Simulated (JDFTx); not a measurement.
Crystal: GaN.

```xyz
4
Lattice="3.1800 0.0000 0.0000 -1.5900 2.7540 0.0000 0.0000 0.0000 5.1660" Properties=species:S:1:pos:R:3 pbc="T T T"
Ga    1.5900    0.9180    2.5830
Ga    0.0000    1.8360    0.0000
N     1.5900    0.9180    4.5203
N     0.0000    1.8360    1.9373
```

Base run:

* Program: JDFTx 1.7.0 (patched build)
* Functional: PBE
* Potentials or basis: PseudoDojo-SR-PBE-0.5-standard
* Cutoff: 1143 eV
* Density cutoff: 9143 eV
* k mesh: 10 × 10 × 5
* Occupations: fermi-dirac, width 0.05 eV
* Spin: no spin polarisation

Its results: band gap on the k mesh 2.01 eV, direct; pressure 7.5 GPa; largest force 0.137 eV/Å.

Problem. The run is repeated on the same cell with these changes: functional from PBE to LDA; potentials or basis from PseudoDojo-SR-PBE-0.5-standard to PseudoDojo-SR-LDA-0.4.1-standard. What comes out?

Solution. Band gap on the k mesh 2.01 eV, direct; pressure -4.8 GPa; largest force 0.125 eV/Å.

Caveats: an odd mesh through Γ misses points on the zone boundary, where band edges often lie.

Not every run made on this cell is shown here.
